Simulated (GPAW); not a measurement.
The system is Hf.

```xyz
1
Lattice="-1.6950 1.6521 1.6409 1.8765 -1.6516 1.8218 1.9411 1.8976 -1.6403" Properties=species:S:1:pos:R:3 pbc="T T T"
Hf    0.0000    0.0000    0.0000
```

This isn't the form of Hf at room conditions, which is hcp.

The cell isn't the ideal one: cell sheared at random, sigma 0.06, atoms nudged by 0.01 Å.

Base run:

```yaml
Program: GPAW 26.7.0
Functional: r2SCAN
Potentials_or_basis: GPAW PAW data sets (gpaw-data 1.2.1)
Cutoff: 500 eV
Basis: pw
k_mesh: 9 × 8 × 8
Occupations: fermi-dirac, width 0.05 eV
Spin: no spin polarisation
```

Its results: band gap on the k mesh none (metal or under the smearing width); pressure -3.7 GPa.

Task: The run is repeated on the same cell with these changes: functional from r2SCAN to PBE. What comes out?

Result: Band gap on the k mesh none (metal or under the smearing width); pressure -2.7 GPa.

Caveats: the cutoff is short for stress and forces, so pressures can be off by a GPa or more; the PAW data sets were made with another functional, which shifts forces and pressure a little (some runs).
